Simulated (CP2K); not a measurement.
Crystal: CuO.

```xyz
4
Lattice="2.8795 0.0000 0.0000 0.0391 2.8793 0.0000 0.0175 0.0172 5.1763" Properties=species:S:1:pos:R:3 pbc="T T T"
Cu    0.0195    1.4396    0.0000
Cu    1.4485    0.0086    2.5882
O     2.8881    0.0177    3.8817
O     0.0479    2.8788    1.2947
```

The cell comes from a database or a generator and needn't be the stable form of this composition.

Base run:

* Program: CP2K 2026.2
* Functional: optB88-vdW
* Potentials or basis: POTENTIAL_UZH Cu GTH-PBE-q11, O GTH-PBE-q6; TZVP-MOLOPT-PBE-GTH basis
* Density cutoff: 11565 eV
* k mesh: 9 × 9 × 5
* Occupations: fermi-dirac, width 0.05 eV
* Spin: no spin polarisation

Its results: band gap on the k mesh none (metal or under the smearing width); pressure 8.5 GPa; largest force 0.036 eV/Å.

**Question.** After a change of settings the same cell gave: band gap on the k mesh none (metal or under the smearing width); pressure 12.9 GPa; largest force 0.017 eV/Å. Which change was it?
A. functional from optB88-vdW to LDA
B. functional from optB88-vdW to PBEsol
C. functional from optB88-vdW to RPBE
D. functional from optB88-vdW to PBE

**Answer.** C.

Caveats: the potentials were made for another functional, which shifts forces and pressure; the basis of atomic orbitals isn't converged, which shifts pressures, moduli and gaps; the run has no spin polarisation, though such a crystal can be magnetic; semilocal functionals often make such compounds metallic where correlation or magnetic order opens a gap, which also shifts bond lengths.
